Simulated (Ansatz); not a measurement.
# InAs (F-43m) in Ansatz: further runs

One crystal, InAs, is run at these levels: PBE, PBEsol+D3(BJ); tasks: single point, relaxation of cell and atoms.

Everything below comes from runs of Ansatz 0.2.0. Logs are shortened: lines on timing, memory, paths and dates and some standing lists are left out, and cuts for length are marked.

**Experimental background.**

A printed reference work, data compilation reports, for a bulk crystal of InAs at 4.2 K: band gap 0.418 eV (direct).

The results are compared with them further down.

## (1) The crystal as given

The structure is cubic, space group F-43m (No. 216). Conventional cell: a = 6.036 Å, b = 6.036 Å, c = 6.036 Å, α = 90.00°, β = 90.00°, γ = 90.00°. Around In (site symmetry -43m) lie 4 As at 2.61 Å. Around As (site symmetry -43m) lie 4 In at 2.61 Å.

## (2) Single point, PBE

Contents of input.yaml:

```yaml
crystal:
  lattice:
    - [0.0, 3.018, 3.018]
    - [3.018, 0.0, 3.018]
    - [3.018, 3.018, 0.0]
  atoms:
    - { symbol: In, position: [0.0, 0.0, 0.0] }
    - { symbol: As, position: [0.75, 0.75, 0.75] }
kpoints:
  mp_grid: { grid: [3, 3, 3] }
scf:
  occupations: { method: fermi_dirac, width: 0.06 }
hamiltonian:
  xc: pbe
  pseudopotentials: { kind: all_electron, lapw: { basis_error: 0.004 } }
output:
  forces: true
  stress: true
  eigenvalues: true
```

Potentials or basis: all-electron LAPW, scalar-relativistic.

Command:

```
$ ansatz run input.yaml --threads 1 --pin off --max-ram 3072MiB --backend cpu --events-out ev --progress --plain --runs-dir out
```

Standard output:

```text
Warning: RAYON_NUM_THREADS=1 ignored (pool sized by the plan → 1); use --threads N
LAPW: plane waves up to 7.934 Å⁻¹, error target 4.0e-3 eV per atom; small_component_spin mean_spin; As in spheres of 1.260 Å, 23 of its electrons in bands, Dirac shells []; In in spheres of 1.354 Å, 21 of its electrons in bands, Dirac shells [] (how accurate: hamiltonian.pseudopotentials.lapw.basis_error, Limitations)
Engine: ansatz 0.2.0, x86_64-unknown-linux-gnu
Pseudopotentials: kind: all_electron
Pseudopotential: In, LAPW, valence charge 21, lapw/all_electron/scalar/gaussian/In, Koelling and Harmon's equation, gaussian nucleus
Pseudopotential: As, LAPW, valence charge 23, lapw/all_electron/scalar/gaussian/As, Koelling and Harmon's equation, gaussian nucleus
Functional definition: PBE
  parameter kappa = 0.804
  parameter beta = 0.06672455060314922
  exchange = pbe_x(kappa = kappa, mu = beta*pi^2/3)
  correlation = pbe_c(beta = beta)
Crystal: 2 atoms, lattice volume = 54.978 Å³
Basis set: ecut = 239.85655038670967 eV, 459 PW (Γ), exchange–correlation at level 2
Bands: 27, of which v1, the nominal top of the filled ones, is band 22 counted from 1 (21 counted from 0)
Symmetry: 24 space group operations
Space group: F-43m (ITA 216), of the structure as read, at distance tolerance 3.8e-5 Å
k-points: 4 of 27 (time reversal used)
Non-local potential: In, projectors of the file, none
Non-local potential: As, projectors of the file, none
Initial density: superposition of atomic densities (chi_scale 0.1, normalization cell, long waves kept (reshape's long-wave potential 0.00 eV rms))
Initial wavefunctions: plane waves of lowest kinetic energy (no species holds an atomic orbital)
Functional: x = pbe(κ = 0.804, μ = 0.2195149727645171), c = pbe(β = 0.06672455060314922)
iter 1 solved again at ethr=2.58e-3 eV; its pass at ethr=1.00e-1 eV (dr2=1.13e0 eV) is discarded
SCF iter   1: F=—  HF=-221570.213224 eV  |F-HF|=—  |Δ(HF+E_count)|=         —  Δρ=3.26e-2  dr2=1.14e0  ethr=2.58e-3  ⟨swp⟩=2.0  Hψ=678  notcnv=0
preconditioner: auto → none  [insulator: Δε(μ)=0.159 eV  Ē_g=15.050 eV  σ=0.060 eV  W_gap=0.54  n_scr=14 (ndim 8)  ℏωp=21.2 eV  f_vac=0.128  D(μ)=0.66/eV (n_scr^D=0)  ε∞_Penn≈3.0]
iter 2 solved again at ethr=1.29e-4 eV; its pass at ethr=2.58e-3 eV (dr2=5.69e-2 eV) is discarded
SCF iter   2: F=—  HF=-221569.893435 eV  |F-HF|=—  |Δ(HF+E_count)|=   3.20e-1  Δρ=9.94e-3  dr2=5.69e-2  ethr=1.29e-4  ⟨swp⟩=2.0  Hψ=551  notcnv=0
SCF iter   3: F=—  HF=-221569.873997 eV  |F-HF|=—  |Δ(HF+E_count)|=         —  Δρ=4.90e-3  dr2=1.51e-2  ethr=1.29e-4  ⟨swp⟩=2.0  Hψ=320  notcnv=0
the basis was enlarged: its passes take 80.4 KiB over the memory plan, 1 of 1 planned eigensolver slots
SCF iter   4: F=—  HF=-221569.875027 eV  |F-HF|=—  |Δ(HF+E_count)|=   1.03e-3  Δρ=2.18e-3  dr2=3.42e-3  ethr=3.43e-5  ⟨swp⟩=2.0  Hψ=305  notcnv=0
SCF iter   5: F=—  HF=-221569.875022 eV  |F-HF|=—  |Δ(HF+E_count)|=   4.30e-6  Δρ=5.25e-4  dr2=2.22e-4  ethr=7.78e-6  ⟨swp⟩=2.2  Hψ=302  notcnv=0
SCF iter   6: F=—  HF=-221569.875101 eV  |F-HF|=—  |Δ(HF+E_count)|=   7.86e-5  Δρ=7.73e-5  dr2=3.93e-6  ethr=5.05e-7  ⟨swp⟩=3.0  Hψ=310  notcnv=0
SCF iter   7: F=—  HF=-221569.875107 eV  |F-HF|=—  |Δ(HF+E_count)|=   5.75e-6  Δρ=1.51e-5  dr2=1.32e-7  ethr=8.93e-9  ⟨swp⟩=3.0  Hψ=319  notcnv=0
SCF iter   8: F=-221569.875107 eV  HF=-221569.875107 eV  |F-HF|=1.18e-8  |Δ(HF+E_count)|=   2.90e-7  Δρ=2.35e-6  dr2=4.13e-9  ethr=3.01e-10  ⟨swp⟩=3.0  Hψ=318  notcnv=0
SCF 1 converged in 8 iterations: F = -221569.875107 eV  dr2 = 4.13e-9
SCF converged after 8 iterations
Free energy (F): -221569.875107 eV
Harris-Foulkes:  -221569.875107 eV  (|F-HF|=1.18e-8)
Internal energy: -221569.866282 eV  (E = F + TS)
E sigma→0 (E₀):  -221569.870694 eV
Entropy (-TS):   -0.008825 eV (-4.413 meV/atom)
Fermi energy:    9.889019 eV
--- Per-component energies (eV) ---
  E_band       = -1906.853262
  E_kinetic    = 230889.329234
  E_xc         = -6636.403486
  E_electrostatic = -445822.792030  (all electrons and nuclei)
  E_smearing   = -0.008825  (= −TS)
  E_closure    = 0.000000  (closes the sum)
  E_atoms      = -221562.685075  (free atoms, spherical and without spin; not in F)
  Σ components = -221569.875107   (vs F -221569.875107, Δ=0.00e0)
  Basis errors (estimates in eV, not in F): energy 1.8e-3 per atom: plane waves 1.6e-3 (9.9e-4 summed), levels above the bands 4.3e-65, relativity 2.0e-7, radial functions 1.4e-4, core shells 3.6e-7; eigenvalues (radial functions only) 3.3e-6; not estimated: angular momenta, meshes, grids; target (lapw.basis_error) 4.0e-3; muffin-tin radii As 1.260 Å, In 1.354 Å
--- Forces (eV/Å), atoms counted from 1 ---
  atom   1  In     0.00000000    -0.00000000     0.00000000
  atom   2  As    -0.00000000     0.00000000    -0.00000000
  max |Σ_I F_I| component: 2.31e-17 eV/Å
--- Stress (GPa, compression-positive) ---
        6.137986      -0.000000      -0.000000
       -0.000000       6.137986       0.000000
       -0.000000       0.000000       6.137986
  P = ⅓ Tr σ = 6.1380 GPa (61.380 kbar)
--- Band table (eV) ---
  k-point 0: bands = ["-174.5845", "-117.9565", "-117.9565", "-117.9565", "-105.4526", "-63.9387", "-63.9387", "-63.9387", "-25.0054", "-25.0054", "-25.0054", "-24.9974", "-24.9974", "-4.6453", "-4.6453", "-4.6453", "-4.5218", "-4.5218", "-2.0517", "9.6476", "9.8458", "9.8458", "9.8458", "13.6947", "13.6947", "13.6947", "17.3698"]
  k-point 1: bands = ["-174.5845", "-117.9565", "-117.9565", "-117.9565", "-105.4526", "-63.9388", "-63.9387", "-63.9387", "-25.0055", "-25.0052", "-25.0052", "-24.9973", "-24.9973", "-4.7378", "-4.6193", "-4.6193", "-4.5179", "-4.5179", "-1.0543", "5.0614", "9.0372", "9.0372", "10.9316", "14.5122", "14.5122", "15.9967", "17.9954"]
  k-point 2: bands = ["-174.5845", "-117.9565", "-117.9565", "-117.9565", "-105.4526", "-63.9388", "-63.9387", "-63.9387", "-25.0058", "-25.0050", "-25.0050", "-24.9975", "-24.9971", "-4.7861", "-4.5838", "-4.5838", "-4.5501", "-4.5050", "-0.7152", "5.0772", "7.9023", "7.9023", "11.6290", "12.4063", "17.2985", "17.2985", "17.3058"]
  k-point 3: bands = ["-174.5845", "-117.9565", "-117.9565", "-117.9565", "-105.4526", "-63.9388", "-63.9388", "-63.9387", "-25.0055", "-25.0052", "-25.0050", "-24.9974", "-24.9971", "-4.7913", "-4.5954", "-4.5825", "-4.5330", "-4.5152", "-0.1290", "4.1982", "6.4372", "8.1333", "12.1361", "14.9041", "16.4986", "16.7029", "17.2471"]
```

Wall time 6.1 s (1 thread of Intel Xeon at 2.50GHz (Skylake/Cascade Lake), shared host); peak memory 0.26 GiB.

Results:

| Item | Value |
| --- | --- |
| Free energy | -221569.8751 eV |
| Pressure | 6.1 GPa |
| Band gap on the k mesh | none (metal or under the smearing width) |

Levels at points of the mesh, in eV from the Fermi level:
```tsv
k point	band 19	band 20	band 21	band 22	band 23	band 24	band 25	band 26
(0.00, 0.00, 0.00)	-11.94	-0.24	-0.04	-0.04	-0.04	3.81	3.81	3.81
```

Caveat: the k mesh is coarse (spacing up to 0.60 Å⁻¹), so the values aren't converged; the k mesh is thin for a metal, which can move the energy by tens of meV per atom; this crystal is a semiconductor, whose small gap the functional closes, so the metal is an error of the method.

## (3) Single point, PBE

Contents of input.yaml:

```yaml
crystal:
  lattice:
    - [0.0, 3.018, 3.018]
    - [3.018, 0.0, 3.018]
    - [3.018, 3.018, 0.0]
  atoms:
    - { symbol: In, position: [0.0, 0.0, 0.0] }
    - { symbol: As, position: [0.75, 0.75, 0.75] }
kpoints:
  mp_grid: { grid: [8, 8, 8] }
scf:
  occupations: { method: gaussian, width: 0.028 }
hamiltonian:
  xc: pbe
  pseudopotentials: { kind: all_electron, lapw: { basis_error: 0.001 } }
output:
  forces: true
  stress: true
  eigenvalues: true
```

Potentials or basis: all-electron LAPW, scalar-relativistic.

Command:

```
$ ansatz run input.yaml --threads 1 --pin off --max-ram 3072MiB --backend cpu --events-out ev --progress --plain --runs-dir out
```

Standard output:

```text
Warning: RAYON_NUM_THREADS=1 ignored (pool sized by the plan → 1); use --threads N
LAPW: plane waves up to 8.619 Å⁻¹, error target 1.0e-3 eV per atom; small_component_spin mean_spin; As in spheres of 1.266 Å, 23 of its electrons in bands, Dirac shells []; In in spheres of 1.348 Å, 21 of its electrons in bands, Dirac shells [] (how accurate: hamiltonian.pseudopotentials.lapw.basis_error, Limitations)
[... 5 set-up lines as earlier in the session ...]
[... 48 lines left out ...]
--- Stress (GPa, compression-positive) ---
        4.303533       0.000000      -0.000000
        0.000000       4.303533       0.000000
       -0.000000       0.000000       4.303533
  P = ⅓ Tr σ = 4.3035 GPa (43.035 kbar)
--- Band table (eV; the first three rows and the last of 29) ---
  k-point 0: bands = ["-174.8222", "-118.1940", "-118.1940", "-118.1940", "-105.4607", "-63.9469", "-63.9469", "-63.9469", "-25.2398", "-25.2398", "-25.2398", "-25.2319", "-25.2319", "-4.6576", "-4.6576", "-4.6576", "-4.5297", "-4.5297", "-2.1538", "9.5751", "9.7443", "9.7443", "9.7443", "13.6654", "13.6654", "13.6654", "17.2850"]
  k-point 1: bands = ["-174.8222", "-118.1940", "-118.1940", "-118.1940", "-105.4607", "-63.9469", "-63.9469", "-63.9469", "-25.2398", "-25.2397", "-25.2397", "-25.2319", "-25.2319", "-4.6782", "-4.6516", "-4.6516", "-4.5299", "-4.5299", "-1.9907", "7.8653", "9.5510", "9.5510", "10.8649", "13.8207", "13.9473", "13.9473", "18.1182"]
  k-point 2: bands = ["-174.8222", "-118.1940", "-118.1940", "-118.1940", "-105.4607", "-63.9469", "-63.9469", "-63.9469", "-25.2398", "-25.2396", "-25.2396", "-25.2318", "-25.2318", "-4.7247", "-4.6387", "-4.6387", "-4.5286", "-4.5286", "-1.5444", "6.0418", "9.1701", "9.1701", "11.0080", "14.3824", "14.3824", "14.9268", "18.1288"]
  k-point 28: bands = ["-174.8222", "-118.1940", "-118.1940", "-118.1940", "-105.4607", "-63.9470", "-63.9469", "-63.9469", "-25.2397", "-25.2397", "-25.2392", "-25.2318", "-25.2315", "-4.8204", "-4.6061", "-4.5819", "-4.5455", "-4.5216", "-0.0710", "4.0358", "6.7754", "6.8574", "13.9835", "14.0427", "14.7670", "15.8394", "19.6164"]
```

Run time: 28 s. Hardware: 1 thread of Intel Xeon at 2.50GHz (Skylake/Cascade Lake), shared host; peak memory 0.32 GiB.

What came out:

* Free energy: -221570.3293 eV
* Pressure: 4.3 GPa
* Band gap on the k mesh: none (metal or under the smearing width)

Caveat: this crystal is a semiconductor, whose small gap the functional closes, so the metal is an error of the method.

## (4) Single point, PBE

input.yaml: that of step 3 with these lines changed.

```diff
@@ -11,3 +11,3 @@
 scf:
-  occupations: { method: gaussian, width: 0.028 }
+  occupations: { method: gaussian, width: 0.021 }
 hamiltonian:
```

Command:

```
$ ansatz run input.yaml --threads 1 --pin off --max-ram 3072MiB --backend cpu --events-out ev --progress --plain --runs-dir out
```

Run time: 28 s. Hardware: 1 thread of Intel Xeon at 2.50GHz (Skylake/Cascade Lake), shared host; peak memory 0.33 GiB.

The run converged. Its results:

```
Free energy            : -221570.3293 eV
Pressure               : 4.3 GPa
Band gap on the k mesh : none (metal or under the smearing width)
```

Levels at points of the mesh, in eV from the Fermi level:
```
             k point  band 18  band 19  band 20  band 21  band 22  band 23  band 24  band 25  band 26  band 27
  (0.00, 0.00, 0.00)   -14.28   -11.90    -0.18    -0.01    -0.01    -0.01     3.91     3.91     3.91     7.53
 (0.00, 0.00, -0.50)   -14.27   -10.42    -5.79    -1.00    -1.00     0.97     4.69     4.69     6.86     9.06
(0.00, -0.50, -0.50)   -14.26    -9.87    -5.86    -2.34    -2.34     1.54     2.06     9.21     9.31     9.31
```

Caveat: this crystal is a semiconductor, whose small gap the functional closes, so the metal is an error of the method.

## (5) Relaxation of cell and atoms, PBEsol+D3(BJ)

input.yaml: that of step 4 with these lines changed.

```diff
@@ -11,5 +11,6 @@
 scf:
-  occupations: { method: gaussian, width: 0.021 }
+  occupations: { method: fermi_dirac, width: 0.05 }
 hamiltonian:
-  xc: pbe
+  xc: pbesol
+  dispersion: d3bj
   pseudopotentials: { kind: all_electron, lapw: { basis_error: 0.001 } }
@@ -18,2 +19,5 @@
   stress: true
-  eigenvalues: true
+relax:
+  f_tol: 0.005
+  max_steps: 60
+  cell: {}
```

Command:

```
$ ansatz run input.yaml --threads 1 --pin off --max-ram 3072MiB --backend cpu --events-out ev --progress --plain --runs-dir out
```

It took 66 s on 1 thread of Intel Xeon at 2.50GHz (Skylake/Cascade Lake), shared host; peak memory 0.36 GiB.

Results (log left out):

| Property | Result |
| --- | --- |
| Free energy | -221455.4115 eV |
| Relaxed volume | 27.35 Å³/atom |
| Relaxed cell | a = 4.261 Å, b = 4.261 Å, c = 4.261 Å, α = 60.00°, β = 60.00°, γ = 60.00° |
| Space group after relaxing (to 0.05 Å) | F-43m (No. 216) |
| Energy gained by relaxing | 0.1 meV/atom |
| Ionic steps | 4 |
| Pressure after relaxing | 0.0 GPa |

Step by step:
| step | energy change (eV) | largest force (eV/Å) | volume (Å³) |
| --- | --- | --- | --- |
| 1 | 0.0000 | 0.0000 | 54.98 |
| 2 | -0.0002 | 0.0000 | 54.59 |
| 3 | -0.0003 | 0.0000 | 54.70 |
| 4 | -0.0003 | 0.0000 | 54.70 |

Final structure:
```xyz
2
Lattice="0.0000 3.0128 3.0128 3.0128 0.0000 3.0128 3.0128 3.0128 0.0000" Properties=species:S:1:pos:R:3 pbc="T T T"
In    0.0000    0.0000    0.0000
As    4.5192    4.5192    4.5192
```

## (6) Overview

```tsv
task	level	cell	k mesh	cutoff (eV)	smearing	basis error allowed	mesh quality	gap on the mesh (eV)	pressure (GPa)
single point	PBE	as given	3 × 3 × 3	240	fermi-dirac 0.06 eV	0.004 eV/atom	coarse	none	6.1
single point	PBE	as given	8 × 8 × 8	283	gaussian 0.028 eV	0.001 eV/atom	not flagged	none	4.3
single point	PBE	as given	8 × 8 × 8	283	gaussian 0.021 eV	0.001 eV/atom	not flagged	none	4.3
relaxation of cell and atoms	PBEsol+D3(BJ)	relaxed	8 × 8 × 8	-	fermi-dirac 0.05 eV	0.001 eV/atom	not flagged	-	0.0
```

Alike in all rows: potentials or basis all-electron LAPW, scalar-relativistic; no spin polarisation.

Caveats: some runs use coarse meshes; this crystal is a semiconductor, whose small gap the functional closes, so the metal is an error of the method (some runs); the k mesh is thin for a metal, which can move the energy by tens of meV per atom (some runs).

Compare energies only between runs with the same functional and basis.

## (7) Against experiment

Step 3. A measured gap of InAs is 0.418 eV (direct; 4.2 K; a printed reference work, data compilation); the calculated 0.00 eV misses it by -0.42 eV. Spin-orbit coupling on As, In is left out. The value is that of PBE on a finite k mesh, which can miss the band edges, without temperature or zero-point motion. Semilocal functionals fall short of measured gaps as a rule.

Step 4. A measured gap of InAs is 0.418 eV (direct; 4.2 K; a printed reference work, data compilation); the calculated 0.00 eV misses it by -0.42 eV. Spin-orbit coupling on As, In is left out. The value is that of PBE on a finite k mesh, which can miss the band edges, without temperature or zero-point motion. Semilocal functionals fall short of measured gaps as a rule.
